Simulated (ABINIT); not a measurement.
A calculation with ABINIT 10.8.3 (patched build) of Ti (ASE script, structure from a P1 CIF):

Contents of run.py:

```python
import json, os
import numpy as np
from ase.units import GPa
from ase.calculators.abinit import Abinit, AbinitProfile
from ase.io import read

atoms = read('Ti.cif')
atoms.set_initial_magnetic_moments([1.0, -1.0])

profile = AbinitProfile(command='abinit', pp_paths=[os.path.abspath('pseudos')])
params = dict(
    pps='pawxml', xc='LDA',
    chksymtnons=0,
    tolsym=1e-06,
    ecut=408.1708,
    pawecutdg=816.3416,
    kptopt=1,
    ngkpt=[7, 7, 4],
    nshiftk=1,
    shiftk=[0.0, 0.0, 0.0],
    ixc=7,
    nband=16,
    occopt=4,
    tsmear=0.1,
    nstep=100,
    tolvrs=1e-09,
    prtwf=0,
    prtden=0,
)

atoms.calc = Abinit(profile=profile, directory='run', **params)
energy = atoms.get_potential_energy()
forces = atoms.get_forces()
stress = atoms.get_stress()
print(f'energy {energy:.6f} eV')
print('forces (eV/A)')
print(np.round(forces, 5))
print('stress (GPa, Voigt, tension positive)', np.round(stress / GPa, 4))
json.dump(dict(energy=energy, forces=forces.tolist(), stress=stress.tolist(), cell=atoms.cell.tolist(), frac=atoms.get_scaled_positions(wrap=False).tolist()), open('results.json', 'w'))
```

File Ti.cif:

```cif
data_Ti
_cell_length_a 2.95000000
_cell_length_b 2.95000000
_cell_length_c 4.68000000
_cell_angle_alpha 90.00000000
_cell_angle_beta 90.00000000
_cell_angle_gamma 120.00000000
_space_group_name_H-M_alt 'P1'
_space_group_name_Hall 'P 1'
_space_group_IT_number 1
loop_
_space_group_symop_operation_xyz
'x,y,z'
loop_
_atom_site_label
_atom_site_type_symbol
_atom_site_symmetry_multiplicity
_atom_site_Wyckoff_symbol
_atom_site_fract_x
_atom_site_fract_y
_atom_site_fract_z
_atom_site_occupancy
Ti1 Ti 1 a 0.6861620000 0.3268800000 0.7484870000 1
Ti2 Ti 1 a 0.3379730000 0.6729080000 0.2487300000 1
```

Potentials or basis: JTH PAW LDA v2.0.

The run is started by

```bash
$ python run.py
```

The cell isn't the ideal one: atoms moved at random, drawn with an rms of 0.05 Å.

Write the same calculation in another form: native input, structure from a POSCAR.

As run:

run.abi

```
# Pseudopotentials
pp_dirpath "./"
pseudos "Ti.LDA_PW-JTH.xml"

# Structure
structure "poscar:POSCAR"
natom 2
chkprim 0
chksymtnons 0
tolsym 1.0e-6

# Plane-wave basis
ecut 15.0
pawecutdg 30.0

# k points
kptopt 1
ngkpt 7 7 4
nshiftk 1
shiftk 0.0 0.0 0.0

# Exchange and correlation
ixc 7

# Bands and occupations
nband 16
occopt 4
tsmear 0.00367493

# Spin
nsppol 2
spinat
     0.0000000000     0.0000000000     1.0000000000
     0.0000000000     0.0000000000    -1.0000000000

# SCF cycle
nstep 100
tolvrs 1.0e-9

# Output
iomode 3
prtwf 0
prtden 0
prteig 0
prtebands 0
```

File POSCAR:

```
Ti
1.0
    2.9500000000      0.0000000000      0.0000000000
   -1.4750000000      2.5547749412      0.0000000000
    0.0000000000      0.0000000000      4.6800000000
Ti
2
Direct
    0.6861620000      0.3268800000      0.7484870000  Ti
    0.3379730000      0.6729080000      0.2487300000  Ti
```

Potentials or basis: JTH PAW LDA v2.0.

Run with:

```console
$ abinit run.abi > log 2>&1
```

Both were run:

|  | ASE script, structure from a P1 CIF | native input, structure from a POSCAR |
| --- | --- | --- |
| Pressure | -9.4 GPa | -9.4 GPa |
| Largest force | 0.035 eV/Å | 0.035 eV/Å |
| Band gap on the k mesh | none (metal or under the smearing width) | none (metal or under the smearing width) |
| Net moment | 0.00 μB per cell | 0.00 μB per cell |
| Valence electrons inside the program's atomic spheres | Ti 10.16, 10.17 (radii [1.2214] Å) | Ti 10.16, 10.17 (radii [1.2214] Å) |

Keys that steer only the numerical path or the files written may differ.
